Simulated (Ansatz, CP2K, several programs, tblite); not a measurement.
Energy against volume for KBr built on the wurtzite prototype (it has left that coordination), at fixed shape and fractional coordinates, computed by several methods (PBE and r2SCAN, where shown, with plane waves in Ansatz); the cell shown is that of r2SCAN. With free coordinates or axes held, a curve is too stiff, and on another method's shape its minimum isn't the method's own volume. The symmetry is P6_3/mmc (No. 194, hexagonal); a = 5.619 Å, c = 6.554 Å in the conventional setting, 44.79 Å³ an atom. K is surrounded by 5 Br at 3.24–3.28 Å; Br is surrounded by 5 K at 3.24–3.28 Å. Computed, not measured; no magnetism was allowed, and whether the structure is a known phase isn't checked. Energies count from each curve's lowest point; fits are third-order Birch-Murnaghan.

```cif
data_structure
_symmetry_space_group_name_H-M 'P6_3/mmc'
_symmetry_Int_Tables_number 194
_cell_length_a 5.6186
_cell_length_b 5.6186
_cell_length_c 6.5538
_cell_angle_alpha 90.000
_cell_angle_beta 90.000
_cell_angle_gamma 120.000
_cell_volume 179.18
loop_
_atom_site_label
_atom_site_type_symbol
_atom_site_symmetry_multiplicity
_atom_site_Wyckoff_symbol
_atom_site_fract_x
_atom_site_fract_y
_atom_site_fract_z
_atom_site_occupancy
K1 K 2 d 0.33333 0.66667 0.75000 1
Br1 Br 2 c 0.33333 0.66667 0.25000 1
```

Question: PBE, on the shape of its own relaxed cell, gives
```tsv
V (Å³/atom)	E (meV/atom)
43.508	6.40
44.896	1.56
46.285	0.00
47.673	1.21
49.062	4.76
```
What equilibrium volume and bulk modulus follow?

Answer: V₀ = 46.33 Å³ an atom and B₀ = 11 GPa.

PBE/DZVP (CP2K), on the shape of the cell shown:

| V (Å³/atom) | E (meV/atom) |
| --- | --- |
| 39.419 | 55.80 |
| 42.106 | 20.21 |
| 44.794 | 3.37 |
| 47.482 | 0.00 |
| 50.169 | 6.32 |

V₀ = 46.94 Å³ an atom and B₀ = 11 GPa.

light PBE (260 eV, its own mesh), on the shape of the cell shown:
```
V (Å³/atom)  E (meV/atom)
     41.210         24.75
     43.002         10.56
     44.794          4.69
     46.586          0.00
     48.377          3.20
     50.169          9.20
```
The points scatter about a smooth fit, as a low cutoff and a light mesh can make them, so no fit is quoted.

Question: PBE/SZV (CP2K), on the shape of the cell shown, gives

| V (Å³/atom) | E (meV/atom) |
| --- | --- |
| 39.419 | 82.62 |
| 42.106 | 33.53 |
| 44.794 | 8.21 |
| 47.482 | 0.00 |
| 50.169 | 4.10 |

What equilibrium volume and bulk modulus follow?

Answer: V₀ = 47.79 Å³ an atom and B₀ = 12 GPa.

GFN2-xTB (tblite), on the shape of the cell shown, as a cluster of 32 atoms at the zone centre:
```tsv
V (Å³/atom)	E (meV/atom)
39.419	131.32
42.106	86.77
44.794	56.14
47.482	36.37
50.169	0.00
```
The lowest point is an end point, so the minimum isn't bracketed.
